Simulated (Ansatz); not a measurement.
## ZnS, one cell by several methods

```
CELL_PARAMETERS angstrom
0.00000 2.70465 2.67760
2.70465 0.00000 2.67760
2.70465 2.70465 0.00000
ATOMIC_POSITIONS crystal
Zn 0.00000 0.00000 0.00000
S 0.75000 0.75000 0.75000
```

Atoms are numbered in the order listed.

The cell is COD entry 9000107, as deposited and not checked against the literature; nothing was relaxed. The listed cell was then made from it by scaling, straining or moving an atom.

All numbers are computed: DFT, PBEsol, PAW with Ansatz's default frozen-core files, scalar-relativistic (Ansatz 0.2.0); DFT, PBEsol, all-electron PAW with datasets made for the crystal, scalar-relativistic (Ansatz 0.2.0); DFT, PBEsol, all-electron LAPW, scalar-relativistic (Ansatz 0.2.0).

For PAW: a Γ-centred 9×9×9 k mesh, Fermi–Dirac smearing of 0.01 eV, cutoff 420 eV, no spin polarisation; the PAW files were made with PBE, and the program remakes their frozen cores for this functional. The crystal-made all-electron datasets (AE datasets) take a cutoff of 280 eV at this cell. LAPW targets a basis error of 0.25 meV/atom. The Ansatz runs share mesh, smearing and spin set-up. Plane-wave (PAW) pressures include the program's estimate of the Pulay term.

Stress and pressure are positive in compression.

```json
{"quantity": "pressure (GPa)", "PAW": "-1.47", "AE datasets": "-1.47", "LAPW": "-1.46"}
{"quantity": "stress xx (GPa)", "PAW": "-1.61", "AE datasets": "-1.61", "LAPW": "-1.61"}
{"quantity": "stress zz (GPa)", "PAW": "-1.19", "AE datasets": "-1.18", "LAPW": "-1.18"}
{"quantity": "band gap (eV)", "PAW": "1.979", "AE datasets": "1.982", "LAPW": "1.982"}
{"quantity": "field gradient Vzz at Zn1 (10²¹ V/m²)", "PAW": "0.18", "AE datasets": "0.19", "LAPW": "–"}
{"quantity": "field gradient Vzz at S2 (10²¹ V/m²)", "PAW": "-0.20", "AE datasets": "-0.21", "LAPW": "–"}
```

PAW's pressure differs from the LAPW value by about 0.01 GPa or less.
